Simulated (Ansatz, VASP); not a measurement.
# Mg: VASP beside Ansatz

```
CELL_PARAMETERS angstrom
3.57031 0.00000 0.00000
-1.78516 2.77931 0.00000
0.00000 0.00000 5.21033
ATOMIC_POSITIONS crystal
Mg 0.33333 0.66667 0.25000
Mg 0.66667 0.33333 0.75000
```

Change from the starting cell: strain +0.1125 x Voigt [1, 0, 0, 0, 0, 0], atoms carried along.

Alike in both runs: task single point; functional LDA; k mesh 18 × 18 × 10; occupations gaussian, width 0.15 eV; no spin polarisation.

```csv
,VASP,Ansatz
version,VASP 6.6.1,Ansatz 0.2.0
potentials or method,"VASP PAW LDA potentials, release 64 (Mg)","scalar-relativistic, plane waves, PAW"
plane-wave cutoff (eV),520,420
valence electrons in the cell,4,20
```

Ansatz gave:

```
gap on the k mesh at the Fermi level (eV)       : none
pressure (GPa)                                  : -4.7
largest component of the traceless stress (GPa) : 1.22
rms of the force components (eV/Å)              : 0.034
```

Which values does VASP return?

gap on the k mesh at the Fermi level (eV): none; pressure (GPa): -4.9; largest component of the traceless stress (GPa): 1.22; rms of the force components (eV/Å): 0.034.

Atom by atom the forces differ by 0.000 eV/Å (rms over components). A gap of «none» marks a metal or a gap that the smearing closes. The two sets of potentials don't hold the same shells in valence.
